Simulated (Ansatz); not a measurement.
# Relaxation path: Sr (simple hexagonal type)

DFT, PBE, PAW with Ansatz's default frozen-core files, scalar-relativistic (Ansatz 0.2.0); a Γ-centred 11×11×10 k mesh, Fermi–Dirac smearing of 0.05 eV, no spin polarisation. The run relaxes shape and atoms at held volume.

Command: `ansatz run input.yaml --threads 1 --pin off --max-ram 2048MiB --backend cpu --events-out ev --progress --plain --runs-dir out` It took 4.5 s on 1 thread of Arm Neoverse V1, with other jobs on the host, peak memory 0.27 GiB.

PAW: frozen-core files, cutoff 420 eV; forces are relaxed below 0.005 eV/Å.

Each step lists its free energy a cell above the last geometry, the pressure, the cell vectors (Å), and Cartesian positions (Å) with forces (eV/Å).

The first step:

```
step 1  dF = 10.11 meV  P = 28.3 GPa
  cell 3.1270 0.0000 0.0000  -1.5635 2.7081 0.0000  0.0000 0.0000 2.9230
  Sr 0.0000 0.0000 0.0000   0.0000 0.0000 0.0000
```

The structure type is held throughout; the real material can change phase at far lower pressure.

The symmetry of the start is kept and no stability test is made, so the end need not be the stable phase.

Where does the relaxation end, and by which steps?

After 3 geometries, with conventional a, b, c = 3.162, 3.162, 2.859 Å, at 24.752 Å³/atom and 28.0 GPa in space group P6/mmm, with a shortest distance of 2.859 Å. The further steps:
```
step 2  dF = 0.95 meV  P = 27.9 GPa
  cell 3.1732 0.0000 0.0000  -1.5866 2.7481 0.0000  0.0000 0.0000 2.8385
  Sr 0.0000 0.0000 0.0000   0.0000 0.0000 0.0000
step 3  dF = 0.00 meV  P = 28.0 GPa
  cell 3.1619 0.0000 0.0000  -1.5809 2.7383 0.0000  0.0000 0.0000 2.8589
  Sr 0.0000 0.0000 0.0000   0.0000 0.0000 0.0000
step 4  dF = 0.00 meV  P = 28.0 GPa  (same geometry on a basis chosen anew; earlier energies don't compare to the last digit)
  cell 3.1619 0.0000 0.0000  -1.5809 2.7383 0.0000  0.0000 0.0000 2.8589
  Sr 0.0000 0.0000 0.0000   0.0000 0.0000 0.0000
```
